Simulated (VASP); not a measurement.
# MnO: DFT+U ground state, by Hubbard U and LDAUTYPE

MnO, Cm (no. 8), 4 atoms in the cell.

| Hubbard U (eV) | LDAUTYPE | Hund's J (eV) | Form of DFT+U | Gap (eV) | Largest site moment (muB) | Time (s) |
|---|---|---|---|---|---|---|
| Mn shell d, U 5.9 | 1 | 0.9 | Liechtenstein, U + J and J | 0.87 | 4.58 | 85 |
| Mn shell d, U 5 | 1 | – | Liechtenstein, J = 0 | 0.88 | 4.58 | 88 |
| Mn shell d, U 5.9 | 2 | 0.9 | Dudarev, U + J and J | 0.88 | 4.58 | 89 |
| Mn shell d, U 5 | 2 | – | Dudarev, U alone | 0.88 | 4.58 | 96 |
| Mn shell d, U 5, O shell p, U 6 | 2 | – | Dudarev, U on the anion p shell too | 0.99 | 4.59 | 87 |
| Mn shell d, U 5.9 | 4 | 0.9 | type 4, U + J and J | 0.88 | 4.53 | 84 |
| – | – | – | none | 0.00 | 4.24 | 87 |

Limits: The cell is the same for all forms and was relaxed for none; total energies under different U or different forms can't be compared; magnetic orders weren't compared, so this needn't be the magnetic ground state.

## Input of the first row

INCAR:
```
  PREC = Accurate
  ENCUT = 520
  EDIFF = 1E-6
  NELM = 200
  ALGO = Normal
  ISMEAR = 0
  SIGMA = 0.05
  LREAL = F
  LASPH = T
  LMAXMIX = 4
  LORBIT = 11
  LWAVE = F
  LCHARG = F
  GGA = PS
  ISPIN = 2
  MAGMOM = 5 -5 0 0
  ISIF = 2
  AMIX = 0.2
  BMIX = 1E-4
  AMIX_MAG = 0.8
  BMIX_MAG = 1E-4
  LDAU = T
  LDAUTYPE = 1
  LDAUL = 2 -1
  LDAUU = 5.9 0
  LDAUJ = 0.9 0
  LDAUPRINT = 1
```

KPOINTS:
```
k-points
0
Gamma
  7 7 5
```

POSCAR:
```
MnO
1.0
   -2.9712935166      1.7169813801      0.0000000000
   -0.9866647635     -1.7169813801     -2.8103092467
   -1.9846287531     -3.4339627602      2.8103092467
Mn O
2 2
Direct
    0.0000340000      0.9995680000      0.5002330000
    0.5000340000      0.4995680000      0.0002330000
    0.4999642500      0.0004307500      0.2497667500
    0.9999642500      0.5004307500      0.7497667500
```

Commands:
```
cat potpaw_PBE.64/Mn_pv/POTCAR potpaw_PBE.64/O/POTCAR > POTCAR
mpirun -np 4 vasp_std > vasp.out
```

Changes of the last row against the first:
```
- LDAU = True
- LDAUTYPE = 1
- LDAUL = 2 -1
- LDAUU = 5.9 0
- LDAUJ = 0.9 0
- LDAUPRINT = 1
```

VASP 6.6.1 took 85 s on 4 cores (AMD EPYC 9R45 (Zen 5)), a shared host.
